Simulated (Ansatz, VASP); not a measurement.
**P: VASP beside Ansatz**

INCAR

```
SYSTEM = P
PREC = Accurate
ENCUT = 520
EDIFF = 1E-6
ISMEAR = -1
SIGMA = 0.05
LREAL = .False.
LASPH = .True.
NELM = 60
ALGO = Normal
ISIF = 2
LWAVE = .False.
LCHARG = .False.
GGA = PE
NBANDS = 12
```

KPOINTS

```
Automatic mesh
0
Gamma
  9 9 9
  0 0 0
```

POSCAR

```
P
1.0
    1.7257251780      0.9963478961      3.1296800121
   -1.7257251780      0.9963478961      3.1296800121
    0.0000000000     -1.9926957921      3.1296800121
P
2
Direct
    0.7636290000      0.7712140000      0.7633900000
    0.2219640000      0.2289910000      0.2268450000
```

input.yaml

```yaml
crystal:
  lattice:
    - [1.725725178, 0.9963478961, 3.1296800121]
    - [-1.725725178, 0.9963478961, 3.1296800121]
    - [0.0, -1.9926957921, 3.1296800121]
  atoms:
    - { symbol: P, position: [0.763629, 0.771214, 0.76339] }
    - { symbol: P, position: [0.221964, 0.228991, 0.226845] }
kpoints:
  mp_grid: { grid: [9, 9, 9] }
scf:
  occupations: { method: fermi_dirac, width: 0.05 }
hamiltonian:
  xc: pbe
  pseudopotentials: { kind: all_electron, lapw: { basis_error: 0.001 } }
output:
  forces: true
  stress: true
  eigenvalues: true
  populations: true
```

Change from the starting cell: atoms moved at random, drawn with an rms of 0.05 Å.

Alike in both runs: task single point; functional PBE; k mesh 9 × 9 × 9; occupations fermi-dirac, width 0.05 eV; no spin polarisation.

```csv
,VASP,Ansatz
version,VASP 6.6.1,Ansatz 0.2.0
potentials or method,"VASP PAW PBE potentials, release 64 (P)","all-electron LAPW, scalar-relativistic"
plane-wave cutoff (eV),520,see its input
```

|  | VASP | Ansatz | Ansatz less VASP |
| --- | --- | --- | --- |
| gap on the k mesh at the Fermi level (eV) | none | none | - |
| pressure (GPa) | -0.3 | 0.0 | +0.29 |
| largest component of the traceless stress (GPa) | 1.44 | 1.55 | +0.109 |
| rms of the force components (eV/Å) | 0.152 | 0.130 | -0.0218 |

Atom by atom the forces differ by 0.022 eV/Å (rms over components). A gap of «none» marks a metal or a gap that the smearing closes. Ansatz ran all-electron here, so the differences hold the error of VASP's frozen core and of both bases.
